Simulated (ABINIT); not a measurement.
# Quasiparticle gap of CdS (Hawleyite) in ABINIT

How does a plane-wave GW calculation on CdS (Hawleyite) run from the first input to the gap?

Calculated with ABINIT 10.8.3; PBE and many-body steps on it, plane waves.

**Experimental background.**

- Gap 2.42 eV: optical gap from inflexion point of photoacoustic spectrum, as-grown film; photoacoustic spectroscopy; film (as-grown chemical bath deposited film, about 0.25 um thick, deposited at 80 C) (“Study of the band--gap shift in CdS films: Influence of thermal annealing in different atmospheres”, 1995, arxiv:cond-mat/9501125).

### 1. The starting structure

The structure is cubic, space group F-43m (No. 216). The conventional cell has a = 5.916 Å, b = 5.916 Å, c = 5.916 Å, α = 90.00°, β = 90.00°, γ = 90.00°. Nearest to Cd lie 4 S at 2.56 Å. S has 4 Cd at 2.56 Å nearest. Farther neighbours and most contacts between anions are not listed.

 The runs that relaxed it are not among those shown.

### 2. Ground state

This step: ABINIT 10.8.3; DFT, PBE, plane waves, norm-conserving pseudopotentials.

The ground-state density comes first.

Input file run.abi:

```
acell 3*1.0 Angstrom
rprim 
  0.000000000000 2.958200000000 2.958200000000
  2.958200000000 0.000000000000 2.958200000000
  2.958200000000 2.958200000000 -0.000000000000
ntypat 2
znucl 48 16
natom 2
typat 1 2
xred 
  0.000000000000 0.000000000000 0.000000000000
  0.250000000000 0.250000000000 0.250000000000
pp_dirpath "pseudos"
pseudos "Cd.upf, S.upf"
ecut 47
ngkpt 6 6 6
nshiftk 1
shiftk 0 0 0
kptopt 1
chksymbreak 0
nband 18
occopt 1
tolvrs 1e-10
nstep 60
prtwf 0
optforces 0
optstress 0
indata_prefix "in"
outdata_prefix "out"
tmpdata_prefix "tmp"
```

Command:

```sh
OMP_NUM_THREADS=1 mpirun -n 4 abinit run.abi > log
```

Numbers of over 12 decimals in the logs are rounded to 6 here.

Output:

```text
.Version 10.8.3 of ABINIT. v10.8.2 released Aug 2026.

 Symmetries : space group F-4 3 m (#216); Bravais cF (face-center cubic)
================================================================================
 Values of the parameters that define the memory need of the present run
     intxc =       0    ionmov =       0      iscf =       7    lmnmax =       6
     lnmax =       6     mgfft =      50  mpssoang =       3    mqgrid =    3001
     natom =       2  nloc_mem =       1    nspden =       1   nspinor =       1
    nsppol =       1      nsym =      24    n1xccc =    2501    ntypat =       2
    occopt =       1   xclevel =       2
-    mband =          18        mffmem =           1         mkmem =           4
       mpw =        5396          nfft =      125000          nkpt =          16
================================================================================
  Rough estimation (10% accuracy) of disk space for files :
================================================================================

--------------------------------------------------------------------------------
------------- Echo of variables that govern the present computation ------------
--------------------------------------------------------------------------------
 -outvars: echo values of preprocessed input variables --------
            acell      1.8897261259E+00  1.8897261259E+00  1.8897261259E+00 Bohr

      chksymbreak           0
             ecut      4.70000000E+01 Hartree
-          fftalg         312

              ixc     -101130
              kpt      0.00000000E+00  0.00000000E+00  0.00000000E+00
                       1.66666667E-01  0.00000000E+00  0.00000000E+00
                       3.33333333E-01  0.00000000E+00  0.00000000E+00
                       5.00000000E-01  0.00000000E+00  0.00000000E+00
                       1.66666667E-01  1.66666667E-01  0.00000000E+00
                       3.33333333E-01  1.66666667E-01  0.00000000E+00
                       5.00000000E-01  1.66666667E-01  0.00000000E+00
                      -3.33333333E-01  1.66666667E-01  0.00000000E+00
                      -1.66666667E-01  1.66666667E-01  0.00000000E+00
   [... 5 further rows ...]
                      -3.33333333E-01  3.33333333E-01  1.66666667E-01
                      -3.33333333E-01  5.00000000E-01  1.66666667E-01
         kptrlatt        6    0    0      0    6    0      0    0    6
          kptrlen      4.74343166E+01
P           mkmem           4
            natom           2
            nband          18
            ngfft          50      50      50
             nkpt          16
            nstep          60
             nsym          24
           ntypat           2
              occ      2.000000  2.000000  2.000000  2.000000  2.000000  2.000000
                       2.000000  2.000000  2.000000  2.000000  2.000000  2.000000
                       2.000000  0.000000  0.000000  0.000000  0.000000  0.000000
        optforces           0
        optstress           0
            prtwf           0
            rprim      0.0000000000E+00  2.9582000000E+00  2.9582000000E+00
[...]
spgroup         216

           tolvrs      1.00000000E-10

             xred      0.0000000000E+00  0.0000000000E+00  0.0000000000E+00
[...]
znucl       48.00000   16.00000

================================================================================

 chkinp: Checking input parameters for consistency.

================================================================================
== DATASET  1 ==================================================================
-   mpi_nproc: 4, omp_nthreads: 1 (-1 if OMP is not activated)

--- !DatasetInfo
iteration_state: {dtset: 1, }
dimensions: {natom: 2, nkpt: 16, mband: 18, nsppol: 1, nspinor: 1, nspden: 1, mpw: 5396, }
cutoff_energies: {ecut:  47.0, pawecutdg:  -1.0, }
electrons: {nelect:   2.60000000E+01, charge:   0.00000000E+00, occopt:   1.00000000E+00, tsmear:   1.00000000E-02, }

 Real(R)+Recip(G) space primitive vectors, cartesian coordinates (Bohr,Bohr^-1):
 R(1)=  0.0000000  5.5901878  5.5901878  G(1)= -0.0894424  0.0894424  0.0894424
 R(2)=  5.5901878  0.0000000  5.5901878  G(2)=  0.0894424 -0.0894424  0.0894424
 R(3)=  5.5901878  5.5901878  0.0000000  G(3)=  0.0894424  0.0894424 -0.0894424
 Unit cell volume ucvol=  3.4938897E+02 bohr^3
 Angles (23,13,12)=  6.00000000E+01  6.00000000E+01  6.00000000E+01 degrees

 getcut: wavevector=  0.0000  0.0000  0.0000  ngfft=  50  50  50
         ecut(hartree)=     47.000   => boxcut(ratio)=   2.05016

--- Pseudopotential description ------------------------------------------------
- Cd Generated using ONCVPSP code by D. R. Hamann
- 48.00000  20.00000  171031                  znucl, zion, pspdat
12 -101130 2 -1 1368                          pspcod,pspxc,lmax,lloc,mmax
     nproj     2     2     2
  pspatm : epsatm=   23.16453630
         --- l  ekb(1:nproj) -->
[...]
pspatm: atomic psp has been read  and splines computed

- S Generated using ONCVPSP code by D. R. Hamann
- 16.00000   6.00000  171031                  znucl, zion, pspdat
12 -101130 2 -1 1146                          pspcod,pspxc,lmax,lloc,mmax
     nproj     2     2     2
  pspatm : epsatm=    9.01821529
         --- l  ekb(1:nproj) -->
[...]
2   -3.547662   -0.986524
 pspatm: atomic psp has been read  and splines computed

   8.36751541E+02                                ecore*ucvol(ha*bohr**3)
--------------------------------------------------------------------------------

_setup2: Arith. and geom. avg. npw (full set) are    5375.829    5375.817

================================================================================

--- !BeginCycle
iteration_state: {dtset: 1, }
solver: {iscf: 7, nstep: 60, nline: 4, wfoptalg: 0, }
tolerances: {tolvrs: 1.00E-10, }

     iter   Etot(hartree)      deltaE(h)  residm     vres2
 ETOT  1  -184.35159087238    -1.844E+02 2.595E+00 5.218E+03
 ETOT  2  -185.46973754420    -1.118E+00 1.667E-01 8.431E+03
 ETOT  3  -186.31871356007    -8.490E-01 2.276E-02 9.759E+02
 ETOT  4  -186.38974022762    -7.103E-02 5.117E-03 2.844E+02
 ETOT  5  -186.41712643919    -2.739E-02 8.788E-04 1.167E+01
 ETOT  6  -186.41830621434    -1.180E-03 4.932E-04 2.382E-01
 ETOT  7  -186.41832559105    -1.938E-05 2.580E-05 9.676E-02
 ETOT  8  -186.41833592172    -1.033E-05 1.881E-05 4.076E-03
 ETOT  9  -186.41833622937    -3.076E-07 3.733E-06 1.347E-03
 ETOT 10  -186.41833637417    -1.448E-07 4.459E-06 1.893E-07
 ETOT 11  -186.41833637427    -9.908E-11 2.694E-06 2.201E-08
 ETOT 12  -186.41833637424     2.592E-11 3.289E-06 5.846E-09
 ETOT 13  -186.41833637427    -3.104E-11 2.103E-06 9.735E-10
 ETOT 14  -186.41833637427     4.121E-12 2.496E-06 1.718E-11

 At SCF step   14       vres2   =  1.72E-11 < tolvrs=  1.00E-10 =>converged.

--- !ResultsGS
iteration_state: {dtset: 1, }
comment   : Summary of ground state results
lattice_vectors:
- [  0.0000000,   5.5901878,   5.5901878, ]
- [  5.5901878,   0.0000000,   5.5901878, ]
- [  5.5901878,   5.5901878,  -0.0000000, ]
lattice_lengths: [   7.90572,    7.90572,    7.90572, ]
lattice_angles: [ 60.000,  60.000,  60.000, ] # degrees, (23, 13, 12)
lattice_volume:   3.4938897E+02
convergence: {deltae:  4.121E-12, res2:  1.718E-11, residm:  2.496E-06, diffor:  0.000E+00, }
etotal    :  -1.86418336E+02
entropy   :   0.00000000E+00
fermie    :   1.42795302E-01
cartesian_stress_tensor: null
pressure_GPa: null
xred      :
- [  0.0000E+00,   0.0000E+00,   0.0000E+00, Cd]
- [  2.5000E-01,   2.5000E-01,   2.5000E-01,  S]
cartesian_forces: null
force_length_stats: {min: null, max: null, mean: null, }

 Integrated electronic density in atomic spheres:
 ------------------------------------------------
 Atom  Sphere_radius  Integrated_density
    1        2.00000         17.15956344
    2        2.00000          3.86112709
================================================================================

 ----iterations are completed or convergence reached----

 Mean square residual over all n,k,spin=   10.641E-09; max=  24.963E-07
 reduced coordinates (array xred) for    2 atoms
       0.000000000000      0.000000000000      0.000000000000
       0.250000000000      0.250000000000      0.250000000000
 rms dE/dt=  0.0000E+00; max dE/dt=  0.0000E+00; dE/dt below (all hartree)
    1       0.000000000000      0.000000000000      0.000000000000
    2       0.000000000000      0.000000000000      0.000000000000

 cartesian coordinates (angstrom) at end:
    1      0.000000     0.000000     0.000000
    2      1.479100     1.479100     1.479100
 length scales=  1.889726125908  1.889726125908  1.889726125908 bohr
              =  1.000000000000  1.000000000000  1.000000000000 angstroms
 prteigrs : about to open file out_EIG
 Fermi (or HOMO) energy (hartree) =   0.14280   Average Vxc (hartree)=  -0.33631
 Eigenvalues (hartree) for nkpt=  16  k points:
 kpt#   1, nband= 18, wtk=  0.00463, kpt=  0.0000  0.0000  0.0000 (reduced coord)
  -3.57940   -2.14850   -2.14850   -2.14850   -0.30235   -0.13576   -0.13576   -0.13576
  -0.12022   -0.12022    0.14280    0.14280    0.14280    0.18145    0.38300    0.38300
   0.38300    0.55485
 prteigrs : prtvol=0 or 1, do not print more k-points.

--- !EnergyTerms
iteration_state     : {dtset: 1, }
comment             : Components of total free energy in Hartree
kinetic             :  6.53615260302969E+01
hartree             :  6.61080347037507E+01
xc                  : -2.74060754200409E+01
Ewald energy        : -9.80049582171890E+01
psp_core            :  2.39489967579427E+00
local_psp           : -2.00611027624551E+02
non_local_psp       :  5.73926447766955E+00
total_energy        : -1.86418336374270E+02
total_energy_eV     : -5.07270135441347E+03
band_energy         : -2.14247426293538E+01

== END DATASET(S) ==============================================================
================================================================================

 -outvars: echo values of variables after computation  --------
           etotal     -1.8641833637E+02
            nband          18
             nkpt          16
          spgroup         216
 [... the other variables as echoed above ...]

 Calculation completed.
```

Wall time 22 s (4 MPI ranks of Arm Neoverse V1, shared host); peak memory 0.37 GiB; 89 s of CPU time.

Numbers from this step:

```yaml
total_energy: -5072.7014 eV
gap: 1.052 eV
k_of_the_valence_top: 0, 0, 0
k_of_the_conduction_bottom: 0, 0, 0
least_direct_gap: 1.052 eV
```

The gap is direct, at Γ.

(Part 1 of 3 ends here.)

[Paths, hosts, dates, memory and timing lines, banners, echoed tables and standing remarks are left out of the program output.]

[Logs are printed without paths, hosts, clocks, repeated set-up lines and the standing remarks that a program may print on its own settings, such as how far it seeks lower states.]

[Runs of the session that timed out or met a known fault of the program may be left out.]

[Hosts, paths, dates, database ids (printed as entryN), source tags and the programs' standing remarks are cut or masked in the printed files.]

[G0W0 gaps are taken among the corrected bands and points alone; a level outside them can change the order at an edge.]

[Where Ansatz stands beside ABINIT at settings called matched, ABINIT's density can come from a denser mesh and the files from another edition; pairs whose starting gaps differed by over 0.03 eV were left out, so agreement reads better than it is.]
